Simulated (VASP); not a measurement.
The system is HfO2.

```
Hf O
1.0
     5.11800    0.00000    0.00000
     0.00000    5.18570    0.00000
    -0.85866    0.00000    5.21387
Hf O
4 8
Direct
  0.27550 0.46030 0.70800
  0.72450 0.96030 0.79200
  0.72450 0.53970 0.29200
  0.27550 0.03970 0.20800
  0.07420 0.16840 0.84670
  0.92580 0.66840 0.65330
  0.92580 0.83160 0.15330
  0.07420 0.33160 0.34670
  0.44870 0.74190 0.98010
  0.55130 0.24190 0.51990
  0.55130 0.25810 0.01990
  0.44870 0.75810 0.48010
```

Base run:

* Program: VASP 6.6.1
* Functional: PW91
* Potentials or basis: VASP PAW PBE potentials, release 64 (Hf_pv, O)
* Cutoff: 520 eV
* k mesh: 5 × 5 × 5
* Occupations: fermi-dirac, width 0.05 eV
* Spin: no spin polarisation

Its results: band gap on the k mesh 4.16 eV, indirect (least direct gap 4.22 eV).

Question: The run is repeated on the same cell with these changes: functional from PW91 to AM05; further incar settings from ALGO = Normal; EDIFF = 1e-06 to ALGO = Fast; EDIFF = 1e-07; NBANDS = 56. What comes out?

Answer: Band gap on the k mesh 4.09 eV, indirect (least direct gap 4.16 eV).

Caveats: spin-orbit coupling is left out, which moves the levels of the heavy elements.

A k mesh can miss the band edges.

Not every run made on this cell is shown here.
